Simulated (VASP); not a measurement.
# CuAu: relaxation of cell and atoms with LDA

Crystal: CuAu.

```
Cu Au
1.0
     1.44306    0.83315    4.25617
    -1.44306    0.83315    4.25617
     0.00000   -1.66630    4.25617
Cu Au
1 1
Direct
  0.50000 0.50000 0.50000
  0.00000 0.00000 0.00000
```

The cell comes from a database or a generator and needn't be the stable form of this composition.

```yaml
Program: VASP 6.6.1
Task: relaxation of cell and atoms
Functional: LDA
Potentials_or_basis: VASP PAW LDA potentials, release 64 (Cu, Au)
Cutoff: 600 eV
k_mesh: 9 × 9 × 9
Occupations: fermi-dirac, width 0.05 eV
Spin: no spin polarisation
Dipole_correction: no
Further_INCAR_settings: ALGO = Fast; EDIFF = 1e-07; IBRION = 2; EDIFFG = -0.01; NSW = 60; ISIF = 8
```

The relaxed volume is 14.09 Å³/atom and the relaxed cell is a = 4.442 Å, b = 4.442 Å, c = 4.442 Å, α = 36.81°, β = 36.81°, γ = 36.81°. The space group after relaxing (to 0.05 Å) is R-3m (No. 166) and the energy gained by relaxing is 53.1 meV/atom. The ionic steps are 4. The pressure after relaxing is -0.1 GPa and the band gap on the k mesh is none (metal or under the smearing width).

Stress tensor (GPa, compression positive):
```
-1.60  0.00  0.00
 0.00 -1.60  0.00
 0.00  0.00  2.95
```

The path:
```csv
step,energy change (eV),largest force (eV/Å),pressure (GPa),volume (Å³)
1,0.0000,0.0000,-12.34,30.70
2,0.0421,0.0000,21.63,25.74
3,-0.1062,0.0000,-0.29,28.23
4,-0.1062,0.0000,-0.08,28.18
```

Final structure:
```cif
data_structure
_symmetry_space_group_name_H-M 'P 1'
_symmetry_Int_Tables_number 1
_cell_length_a 4.4420
_cell_length_b 4.4420
_cell_length_c 4.4420
_cell_angle_alpha 36.808
_cell_angle_beta 36.808
_cell_angle_gamma 36.808
_cell_volume 28.18
loop_
_atom_site_label
_atom_site_type_symbol
_atom_site_fract_x
_atom_site_fract_y
_atom_site_fract_z
_atom_site_occupancy
Cu1 Cu 0.50000 0.50000 0.50000 1
Au1 Au 0.00000 0.00000 0.00000 1
```

Levels at points of the mesh, in eV from the Fermi level:
| k point | band 9 | band 10 | band 11 | band 12 | band 13 | band 14 |
| --- | --- | --- | --- | --- | --- | --- |
| (0.00, 0.00, 0.00) | -2.48 | -1.74 | -1.74 | -0.42 | 5.03 | 14.45 |

Wall time 3.4 min on 1 thread of Intel(R) Xeon(R) 6975P-C (Granite Rapids), with other jobs on the host, peak memory 0.29 GiB.

The run has no spin-orbit coupling, so splittings on Au are missing.
